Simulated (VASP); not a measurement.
The system is ZrO2.

```xyz
6
Lattice="3.6215 0.0000 0.0000 0.0000 3.6215 0.0000 0.0000 0.0000 5.2770" Properties=species:S:1:pos:R:3 pbc="T T T"
Zr    0.0000    0.0000    0.0000
Zr    1.8108    1.8108    2.6385
O     0.0000    1.8108    1.6158
O     0.0000    1.8108    4.2543
O     1.8108    0.0000    3.6612
O     1.8108    0.0000    1.0227
```

The cell is a database's computed one.

Program: VASP 6.6.1. Alike in all runs: potentials or basis VASP PAW PBE potentials, release 64 (Zr_sv, O); no spin polarisation; cell as given; smearing gaussian 0.02 eV. Hardware: 4 MPI ranks on Intel(R) Xeon(R) Platinum 8259CL CPU @ 2.50GHz (Skylake/Cascade Lake) (shared host).

**Question.** Order these runs on this cell by their wall time, lowest first.
A. task dielectric tensor; level PBE; k mesh 9 × 9 × 7; cutoff (eV) 450
B. task band structure; level r2SCAN; k mesh 10 × 10 × 8; cutoff (eV) 450
C. task band structure; level PBE; k mesh 10 × 10 × 8; cutoff (eV) 600

**Answer.** C (130 s), B (340 s), A (2000 s).
